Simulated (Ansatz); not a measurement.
**CdSe: the cell at several levels of theory**

The task here is to estimate one member of a computed series from the others.

Program: Ansatz 0.2.0. PAW datasets, plane waves, zero pressure. Calculated at 0 K for a non-magnetic cell.

## The system as given

The symmetry is F-43m (No. 216, cubic); a = 6.141 Å in the conventional setting, 28.94 Å³ an atom. Cd has 4 Se at 2.66 Å; Se has 4 Cd at 2.66 Å.

As a file:

```
CELL_PARAMETERS angstrom
0.00000 3.07027 3.07027
3.07027 0.00000 3.07027
3.07027 3.07027 0.00000
ATOMIC_POSITIONS crystal
Cd 0.00000 0.00000 0.00000
Se 0.75000 0.75000 0.75000
```

Set-up of the first run:

Input file input.yaml:

```yaml
crystal:
  lattice:
    - [0.0, 3.0702711986, 3.0702711986]
    - [3.0702711986, 0.0, 3.0702711986]
    - [3.0702711986, 3.0702711986, 0.0]
  atoms:
    - { symbol: Cd, position: [0.0, 0.0, 0.0] }
    - { symbol: Se, position: [0.75, 0.75, 0.75] }
kpoints:
  mp_grid: { grid: [6, 6, 6] }
hamiltonian:
  xc: pbe
scf:
  occupations: { method: fermi_dirac, width: 0.02 }
relax:
  f_tol: 0.005
  cell: {}
output:
  write_density: true
  write_potential: true
  elf: true
  volumetric_format: npy
```

Started as:

```
ansatz run input.yaml --threads 2 --pin off --max-ram 4608MiB --backend cpu --events-out ev --progress --plain --runs-dir out
```

Among the steps run: Relaxation with PBE; Relaxing with r2SCAN; Relaxing with PBEsol; LDA: cell and atoms; HSE06: cell and atoms.

One table of the session follows, with a row left open; its other results are not shown here.

```
 level  a (Å)  volume (Å³/atom)
   PBE  6.197            29.751
r2SCAN  6.136            28.872
PBEsol      ?                 ?
   LDA  6.009            27.122
 HSE06  6.151            29.085
```

Estimate the missing values for PBEsol.

As computed: a (Å): 6.082; volume (Å³/atom): 28.126. In the column «a (Å)» it lies between LDA (6.009) and r2SCAN (6.136).

From the start to the first minimum the volume moved by +2.8 %. LDA gives the smallest cell and PBE the largest; they differ by 9.7 % in volume, a mean of 3.1 % in length. The meshes differ: PBE 6×6×6, r2SCAN 6×6×6, PBEsol 6×6×6, LDA 6×6×6, HSE06 4×4×4.
